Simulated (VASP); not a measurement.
MgI2, 3 atoms in the cell. It takes space group Fm-3m (No. 225, cubic). The conventional cell has a = 7.511 Å, b = 7.511 Å, c = 7.511 Å, α = 90.00°, β = 90.00°, γ = 90.00°. Around Mg (site symmetry m-3m) lie 8 I at 3.25 Å. I (site symmetry -43m) has 4 Mg at 3.25 Å as nearest neighbours. The cell was built by a generator and needn't be a form met in nature.

```yaml
Program: VASP 6.6.1
Task: single point
Functional: HSE06
Potentials_or_basis: VASP PAW PBE potentials, release 64 (Mg, I)
Cutoff: 520 eV
k_mesh: 4 × 4 × 4
Occupations: gaussian, width 0.01 eV
Spin: no spin polarisation
Dipole_correction: no
Exchange_at_q_=_0: truncated
Grid_for_exact_exchange_PRECFOCK: Normal
Screening_parameter: 0.2079 1/A
Further_INCAR_settings: ALGO = Normal; EDIFF = 1e-06; NBANDS = 15
```

Potentials or basis: VASP PAW PBE potentials, release 64 (Mg, I).

The run is started by

```sh
$ cat potpaw_PBE.64/Mg/POTCAR potpaw_PBE.64/I/POTCAR > POTCAR
$ cp INCAR.step1 INCAR
$ mpirun -np 1 vasp_std > vasp.out
$ cp INCAR.step2 INCAR
$ mpirun -np 1 vasp_std > vasp.out
```

Hardware: 1 thread of Intel(R) Xeon(R) Platinum 8259CL CPU @ 2.50GHz (Skylake/Cascade Lake), on a shared host.

Q: Estimate the wall time of this run.

A: It took 17 min on 1 thread of Intel(R) Xeon(R) Platinum 8259CL CPU @ 2.50GHz (Skylake/Cascade Lake), on a shared host, peak memory 0.36 GiB. Counts: scf iterations 10, k points 8.
